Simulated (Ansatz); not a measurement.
Bi (bcc)

The computed numbers are results of PBE, scalar-relativistic (no spin polarisation) in the plane-wave PAW code Ansatz at 420 eV, Γ-centred 14×14×14 mesh, 0.05 eV Gaussian smearing. The datasets are Ansatz's generated set soft_2.

```xyz
1
Lattice="-1.9901 1.9901 1.9901 1.9901 -1.9901 1.9901 1.9901 1.9901 -1.9901" Properties=species:S:1:pos:R:3 pbc="T T T"
Bi    0.0000    0.0000    0.0000
```

At room temperature and ambient pressure Bi takes another structure.

The cell is relaxed to zero pressure at this level.

Path: Γ–H–N–Γ–P–H | P–N, with Γ = (0.000, 0.000, 0.000), H = (0.500, -0.500, 0.500), N = (0.000, 0.000, 0.500), P = (0.250, 0.250, 0.250) in reciprocal vectors of the calculation's cell.

Bands as a text map, energy in eV from the Fermi level (dashes), each leg drawn with the same width:
```
  4.86 |      *            ** *                      
  4.57 | *       *        *                          
  4.29 |     *             *                         
  4.00 |        *        *  *  *          *          
  3.71 | *    ***       *     *            *         
  3.43 |              **  *                        **
  3.14 |  *                            *             
  2.86 |             *                            *  
  2.57 |                 *      *                    
  2.29 |                   *            *            
  2.00 |            *   *                            
  1.71 |  **          **              *          *  *
  1.43 |             *         *                   * 
  1.14 |                         *                   
  0.86 |           *                            * *  
  0.57 |            *                                
  0.29 |    *             *              *           
  0.00 |---*------**---------------------------*-*---
 -0.29 |                          *  *               
 -0.57 |                        *                    
 -0.86 |     *   **                             *    
 -1.14 |         *                        *   *      
 -1.43 |    * * *                  *           *     
 -1.71 |       **        *                 * *       
 -2.00 |     ** *                         *   *      
 -2.29 |                         *  *    *  **       
 -2.57 |         *                           *       
 -2.86 |                             *  *            
        Γ      H      N      Γ      P      HP       N
```

**Question.** By these bands, is it a metal or an insulator, and if it has a gap, where are the band edges on this path?

**Answer.** A metal: bands cross the Fermi level.

With 15 valence electrons in the calculation's cell and no magnetic order, the bands, two electrons each, can't all be full or empty: band theory demands a metal.

These numbers lack spin–orbit coupling.
